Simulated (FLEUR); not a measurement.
# Al: equation of state with LDA (Wigner correlation)

**Experimental background.**

“The interpretation of polycrystalline coherent inelastic neutron scattering from aluminium”, 2013, pmc:3831299 quotes, for a bulk crystal of Al: bulk modulus 76.9 GPa.

The system is Al.

```xyz
1
Lattice="0.0000 2.0248 2.0248 2.0248 0.0000 2.0248 2.0248 2.0248 0.0000" Properties=species:S:1:pos:R:3 pbc="T T T"
Al    0.0000    0.0000    0.0000
```

```yaml
Program: FLEUR MaX-R8.1 (later development tree)
Task: equation of state
Functional: LDA (Wigner correlation)
Potentials_or_basis: all-electron
Basis: FLAPW
Kmax: 4.1 1/bohr
k_mesh: 11 × 11 × 11
Occupations: fermi-dirac, width 0.05 eV
Spin: no spin polarisation
Gmax: 12.7 1/bohr
Muffin-tin_radii: Al 2.45 bohr
lmax: Al 10
Local_orbitals_a_species: Al 4
```

```
Equilibrium volume                      : 16.52 Å³/atom
Bulk modulus                            : 75 GPa
Pressure derivative of the bulk modulus : 4.6 (rough: it moves with the points fitted)
```

Energy against volume, from the lowest point:
```csv
volume (Å³/atom),energy (meV/atom)
15.607,13.13
15.939,5.07
16.603,0.00
17.267,7.24
17.599,14.67
```

Measured bulk modulus of Al: 76.9 GPa (quoted in “The interpretation of polycrystalline coherent inelastic neutron scattering from aluminium”, 2013, pmc:3831299). This calculation gives 75 GPa (-1.8 %). The fit is for a static lattice scaled at fixed shape and fixed fractional positions. The cell as given is a measured one (16.60 Å³/atom); LDA (Wigner correlation) puts the equilibrium volume -0.5 % from it, thermal expansion not counted.
